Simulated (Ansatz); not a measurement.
The system is TiTe2.

```
CELL_PARAMETERS angstrom
3.77700 0.00000 0.00000
-1.88850 3.27098 0.00000
0.00000 0.00000 6.49800
ATOMIC_POSITIONS crystal
Te 0.33333 0.66667 0.73720
Te 0.66667 0.33333 0.26280
Ti 0.00000 0.00000 0.00000
```

```yaml
Program: Ansatz 0.2.0
Task: relaxation of cell and atoms
Functional: PBEsol
Potentials_or_basis: all-electron LAPW, scalar-relativistic
Basis_error_allowed: 0.002 eV/atom
k_mesh: 8 × 8 × 4
Occupations: fermi-dirac, width 0.05 eV
Spin: no spin polarisation
```

At the start: volume 26.76 Å³/atom.

Problem. Where does the relaxation end?

Solution. Over 6 steps the energy falls by 8.9 meV/atom and the volume is 25.41 Å³/atom (-5.1 %); space group P-3m1 (No. 164, to 0.05 Å).

The path:
| step | energy change (eV) | largest force (eV/Å) | volume (Å³) |
| --- | --- | --- | --- |
| 1 | 0.0000 | 0.1286 | 80.28 |
| 2 | -0.0024 | 0.0952 | 72.71 |
| 3 | -0.0236 | 0.1443 | 76.90 |
| 4 | -0.0267 | 0.0012 | 76.39 |
| 5 | -0.0267 | 0.0040 | 76.22 |
| 6 | -0.0267 | 0.0039 | 76.22 |

Final structure:
```cif
data_structure
_symmetry_space_group_name_H-M 'P 1'
_symmetry_Int_Tables_number 1
_cell_length_a 3.7061
_cell_length_b 3.7061
_cell_length_c 6.4076
_cell_angle_alpha 90.000
_cell_angle_beta 90.000
_cell_angle_gamma 120.000
_cell_volume 76.22
loop_
_atom_site_label
_atom_site_type_symbol
_atom_site_fract_x
_atom_site_fract_y
_atom_site_fract_z
_atom_site_occupancy
Te1 Te 0.33333 0.66667 0.73221 1
Te2 Te 0.66667 0.33333 0.26779 1
Ti1 Ti 0.00000 0.00000 0.00000 1
```

Caveat: this functional lacks dispersion, which binds the layers, so the pressure and a relaxed spacing across them are unreliable.
